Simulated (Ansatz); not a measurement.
## NbAs: strain energy, fitted

NbAs, I4_1md, a = 3.473 Å, c = 11.749 Å. The structure is a COD entry; whether it is the stable form wasn't checked. Ansatz: PBE, PAW, 420 eV, Γ-centred 10×10×4 mesh on 8 atoms, Gaussian smearing 0.10 eV; no spin polarisation. Series: biaxial strain in the a-b plane, c and atoms relaxed; x is the strain in per cent. y is the free energy over the unstrained cell, V0 = 17.719 Å³/atom.

```
x (%) y (meV/atom)
 -6.0        123.98
 -4.0             ?
 -2.0         13.04
  0.0          0.00
  2.0         12.70
  4.0         49.64
```

Question: Fit y = c2 x² + c3 x³ to the other rows, turn c2 into a modulus, and predict the missing energy.

Answer: Least squares on the rows shown. y = 3.2384 x² − 0.034197 x³. In eV per unit strain² c2 is 32.38; M is the biaxial modulus (E = M V0 ε²): 32.38 × 160.2 / (17.719) = 293 GPa. At x = -4.0 the fit asked for gives 54.00 meV/atom. The run gave 54.21 meV/atom, so the fit is 0.21 meV/atom too low, 0.17 % of the span of the series, against an rms of 0.09 meV/atom on the fitted rows. With a term in x⁴ added, a fit to the same known rows predicts 53.68 meV/atom, further off still.